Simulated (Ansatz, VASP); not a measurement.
## One calculation of RbBr, two programs

```
CELL_PARAMETERS angstrom
4.12608 0.00000 0.00000
0.00000 4.12608 0.00000
0.00000 0.00000 4.12608
ATOMIC_POSITIONS crystal
Rb 0.00000 0.00000 0.00000
Br 0.50000 0.50000 0.50000
```

The cell comes from a database or a generator and needn't be the stable form of this composition.

Alike in both runs: task single point; functional PBE; k mesh 7 × 7 × 7; occupations fermi-dirac, width 0.05 eV; no spin polarisation.

|  | VASP | Ansatz |
| --- | --- | --- |
| version | VASP 6.6.1 | Ansatz 0.2.0 |
| potentials or method | VASP PAW PBE potentials, release 64 (Rb_sv, Br) | Ansatz PAW |
| plane-wave cutoff (eV) | 520 | 420 |
| valence electrons in the cell | 16 | 16 |

Ansatz gave:

| Property | Result |
| --- | --- |
| gap on the k mesh at the Fermi level (eV) | 4.11 |
| least direct gap on the mesh (eV) | 4.24 |
| pressure (GPa) | 0.8 |

Estimate VASP's values.

gap on the k mesh at the Fermi level (eV): 4.10; least direct gap on the mesh (eV): 4.23; pressure (GPa): 0.8.

With one functional, cell and mesh, what is left measures potentials, basis and numerics.

Caveats: an odd mesh through Γ misses points on the zone boundary, where band edges often lie (VASP); odd divisions of the mesh miss points on the zone boundary, where band edges often lie, so the gap on the mesh can be too wide (Ansatz). A hybrid or GW would open this gap; PBE tends to underestimate it.
